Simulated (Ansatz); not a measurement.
As:

```xyz
4
Lattice="1.8250 -5.5000 0.0000 1.8250 5.5000 0.0000 0.0000 0.0000 4.4700" Properties=species:S:1:pos:R:3 pbc="T T T"
As    1.8250    1.2100    2.5032
As    1.8250   -4.2900    4.2018
As    1.8250   -1.2100    1.9668
As    1.8250    4.2900    0.2682
```

This isn't the form of As at room conditions, which is rhombohedral.

Base run:

- Program: Ansatz 0.2.0
- Functional: PBEsol
- Potentials or basis: Ansatz PAW
- Cutoff: 420 eV (not typed: the program's choice for these potentials)
- k mesh: 8 × 8 × 6
- Occupations: fermi-dirac, width 0.05 eV
- Spin: no spin polarisation

Its results: pressure -0.3 GPa; largest force 0.112 eV/Å.

The run is repeated on the same cell with these changes: functional from PBEsol to r2SCAN; cutoff from 420 eV (not typed: the program's choice for these potentials) to 500 eV (not typed: the program's choice for these potentials). What comes out?

Pressure 1.4 GPa; largest force 0.381 eV/Å.

Caveats: the PAW data sets come from PBE, with cores solved anew for the run's functional, which leaves a small shift of forces and pressure.
